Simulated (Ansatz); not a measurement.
Ansatz input

```yaml
crystal:
  lattice:
    - [-3.773261679, 3.7723005989, 2.0425780687]
    - [3.7723005989, -3.773261679, 2.0425780687]
    - [3.7750182129, 3.7750182129, -2.0443382886]
  atoms:
    - { symbol: Ba, position: [4.90125e-05, 0.9999509875, 0.0] }
    - { symbol: Ba, position: [0.7499509875, 0.2500490125, 0.5] }
hamiltonian:
  xc: pbe
  pseudopotentials:
    kind: paw
    azcp:
      Ba: "pseudopotentials/Ba.paw.azcp"
basis:
  ecutwfc: 420
  fft_grid_basis: typed
kpoints:
  mp_grid: { grid: [10, 10, 7], shift: [0, 0, 0] }
magnetization:
  spin_polarized: false
scf:
  occupations: { method: fermi_dirac, width: 0.1 }
  lower_state_search: "off"
output:
  stress: true
```

Output

```
Engine: ansatz 0.2.0, x86_64-unknown-linux-gnu
Pseudopotentials: kind: paw
Pseudopotential: Ba, paw, valence charge 10, recommended cutoff 420 eV (normal) 
Functional definition: PBE
  parameter kappa = 0.804
  parameter beta = 0.06672455060314922
  exchange = pbe_x(kappa = kappa, mu = beta*pi^2/3)
  correlation = pbe_c(beta = beta)
Crystal: 2 atoms, lattice volume = 116.349 Å³
Basis set: ecut = 420 eV, 2303 PW (Γ)
Bands: 14, of which v1, the nominal top of the filled ones, is band 10 counted from 1 (9 counted from 0)
Symmetry: 4 space group operations
Space group: C2/c (ITA 15), of the structure as read, at distance tolerance 4.9e-5 Å
k-points: 196 of 700
Non-local potential: Ba, projectors of the file, l = 0: 3, l = 1: 2, l = 2: 2, l = 3: 2
PAW form: soft (Blöchl's): semilocal exchange-correlation on the pseudo side does not see the compensation charge
PAW one-centre angular grid: Ba, 194 points (default); XC on 64 Gauss nodes
Initial density: superposition of atomic densities (neutral atoms: chi_scale 0, normalization atom), corrected by the library's trained network
Initial wavefunctions: pseudopotential atomic-orbital guess
Functional: x = pbe(κ = 0.804, μ = 0.2195149727645171), c = pbe(β = 0.06672455060314922)
SCF iter   1: F=—  HF=-11898.763995 eV  |F-HF|=—  |Δ(HF+E_count)|=         —  Δρ=1.78e-3  dr2=1.09e-2  ethr=1.77e-3  ⟨swp⟩=6.3  Hψ=17871  notcnv=0
SCF iter   2: F=—  HF=-11898.762784 eV  |F-HF|=—  |Δ(HF+E_count)|=   1.21e-3  Δρ=1.27e-3  dr2=5.59e-3  ethr=5.43e-5  ⟨swp⟩=1.7  Hψ=4988  notcnv=0
SCF iter   3: F=—  HF=-11898.761636 eV  |F-HF|=—  |Δ(HF+E_count)|=   1.15e-3  Δρ=3.41e-4  dr2=2.31e-4  ethr=2.80e-5  ⟨swp⟩=2.2  Hψ=4316  notcnv=0
SCF iter   4: F=—  HF=-11898.761624 eV  |F-HF|=—  |Δ(HF+E_count)|=   1.18e-5  Δρ=1.85e-4  dr2=3.70e-5  ethr=1.16e-6  ⟨swp⟩=1.2  Hψ=3142  notcnv=0
SCF iter   5: F=—  HF=-11898.761621 eV  |F-HF|=—  |Δ(HF+E_count)|=   3.00e-6  Δρ=2.55e-5  dr2=9.49e-7  ethr=1.85e-7  ⟨swp⟩=2.5  Hψ=4884  notcnv=0
SCF iter   6: F=-11898.761622 eV  HF=-11898.761622 eV  |F-HF|=2.94e-8  |Δ(HF+E_count)|=   6.38e-7  Δρ=5.61e-6  dr2=3.77e-8  ethr=5.00e-10  ⟨swp⟩=4.9  Hψ=11472  notcnv=0
SCF 1 converged in 6 iterations: F = -11898.761622 eV  dr2 = 3.77e-8
SCF converged after 6 iterations
Free energy (F): -11898.761622 eV
Harris-Foulkes:  -11898.761622 eV  (|F-HF|=2.94e-8)
Internal energy: -11898.685865 eV  (E = F + TS)
E sigma→0 (E₀):  -11898.723744 eV
Entropy (-TS):   -0.075757 eV (-37.878 meV/atom)
Fermi energy:    6.375102 eV
--- Per-component energies (eV) ---
  E_band       = -158.851324
  E_kinetic    = 334.269791
  E_local      = -731.570823  (includes V_loc(G=0)·N_el)
  E_nonlocal   = 114.390266
  E_hartree    = 231.941735
  E_xc         = -333.790020
  E_vxc        = -268.257406  (∫ρ·V_xc dr)
  E_paw        = -10451.729308  (= ΣΔE_a)
  E_vpaw       = -71.568263  (= ΣTr[D̂ρ^β])
  E_aug_tail   = -0.000004  (compensation charges beyond the density's cutoff)
  E_ewald      = -1062.197502
  E_smearing   = -0.075757  (= −TS)
  E_closure    = 0.000000  (closes the sum)
  Σ components = -11898.761622   (vs F -11898.761622, Δ=0.00e0)
--- Stress (GPa, compression-positive) ---
        0.314095       0.001179       0.001307
        0.001179       0.314095       0.001307
        0.001307       0.001307       0.352724
  P = ⅓ Tr σ = 0.3270 GPa (3.270 kbar)
```

Command:

```sh
ansatz run input.yaml --threads 1 --pin off --max-ram 3584MiB --backend cpu --events-out ev --progress --plain --runs-dir out
```

On 1 thread of Intel(R) Xeon(R) Platinum 8259CL CPU @ 2.50GHz (Skylake/Cascade Lake) (shared host) this took about 27 s of wall time and 26 s of CPU time.
